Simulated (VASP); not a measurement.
## SnSe: equation of state with LDA

The system is SnSe.

```
CELL_PARAMETERS angstrom
0.00000 2.94844 2.94844
2.94844 0.00000 2.94844
2.94844 2.94844 0.00000
ATOMIC_POSITIONS crystal
Sn 0.00000 0.00000 0.00000
Se 0.50000 0.50000 0.50000
```

Measurements of this composition are mostly on another form, of space group No. 62.

```
Program                : VASP 6.6.1
Task                   : equation of state
Functional             : LDA
Potentials or basis    : VASP PAW LDA potentials, release 64 (Sn_d, Se)
Cutoff                 : 520 eV
k mesh                 : 8 × 8 × 8
Occupations            : gaussian, width 0.02 eV
Spin                   : no spin polarisation
Ladder                 : gaps
Further INCAR settings : ALGO = Normal; EDIFF = 1e-06
```

- Equilibrium volume: 25.64 Å³/atom
- Bulk modulus: 60 GPa
- Pressure derivative of the bulk modulus: 4.2 (rough: it moves with the points fitted)

Energy against volume, from the lowest point:
| volume (Å³/atom) | energy (meV/atom) |
| --- | --- |
| 24.606 | 8.47 |
| 25.119 | 2.08 |
| 25.632 | 0.00 |
| 26.144 | 1.78 |
| 26.657 | 7.06 |

All runs of the series together: 72 s on 1 thread of Intel(R) Xeon(R) Platinum 8488C (Sapphire Rapids) (shared host).
